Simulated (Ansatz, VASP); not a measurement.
Pb in VASP and in Ansatz

File INCAR:

```
  AGGAC = 1.0
  AGGAX = 1.0
  ALDAC = 0.0
  ALDAX = 1.0
  ALGO = Normal
  EDIFF = 1E-7
  ENCUT = 520
  GGA = B5
  ISIF = 2
  ISMEAR = -1
  IVDW = 12
  LASPH = T
  LCHARG = F
  LREAL = F
  LWAVE = F
  NBANDS = 13
  NELM = 80
  PREC = Accurate
  SIGMA = 0.05
  VDW_A1 = 0.4298
  VDW_A2 = 4.2359
  VDW_S6 = 1.0
  VDW_S8 = 2.6996
```

KPOINTS

```
k-points
0
Gamma
  9 9 9
```

Contents of POSCAR:

```
Pb
1.0
    0.0000000000      2.4415696833      2.4415696833
    2.4415696833      0.0000000000      2.4415696833
    2.4415696833      2.4415696833      0.0000000000
Pb
1
Direct
    0.0000000000      0.0000000000      0.0000000000
```

The input input.yaml:

```yaml
crystal:
  lattice:
    - [0.0, 2.4415696833, 2.4415696833]
    - [2.4415696833, 0.0, 2.4415696833]
    - [2.4415696833, 2.4415696833, 0.0]
  atoms:
    - { symbol: Pb, position: [0.0, 0.0, 0.0] }
hamiltonian:
  xc: blyp
  pseudopotentials: { kind: paw }
  dispersion: d3bj
kpoints:
  mp_grid: { grid: [9, 9, 9] }
scf:
  occupations: { method: fermi_dirac, width: 0.05 }
output:
  forces: true
  stress: true
  eigenvalues: true
  write_density: true
  write_potential: true
  elf: true
  volumetric_format: npy
```

Alike in both runs: task single point; functional BLYP; dispersion D3(BJ); k mesh 9 × 9 × 9; occupations fermi-dirac, width 0.05 eV; no spin polarisation.

|  | VASP | Ansatz |
| --- | --- | --- |
| version | VASP 6.6.1 | Ansatz 0.2.0 |
| potentials or method | VASP PAW PBE potentials, release 64 (Pb_d) | Ansatz PAW |
| plane-wave cutoff (eV) | 520 | 420 |
| valence electrons in the cell | 14 | 14 |

Ansatz gave:

- gap on the k mesh at the Fermi level (eV): none
- pressure (GPa): 2.7
- dispersion energy (meV/atom): -1042.1

**Question.** What did VASP give for the same quantities?

**Answer.** gap on the k mesh at the Fermi level (eV): none; pressure (GPa): 2.8; dispersion energy (meV/atom): -1041.9.

A gap of «none» marks a metal or a gap that the smearing closes.

Caveats: pairwise dispersion overbinds metals, which lowers pressure and volume; the PAW data sets were made with another functional, which shifts forces and pressure a little (VASP); the PAW data sets come from PBE, with cores solved anew for the run's functional, which leaves a small shift of forces and pressure (Ansatz). The runs have no spin-orbit coupling, so splittings on Pb are missing.
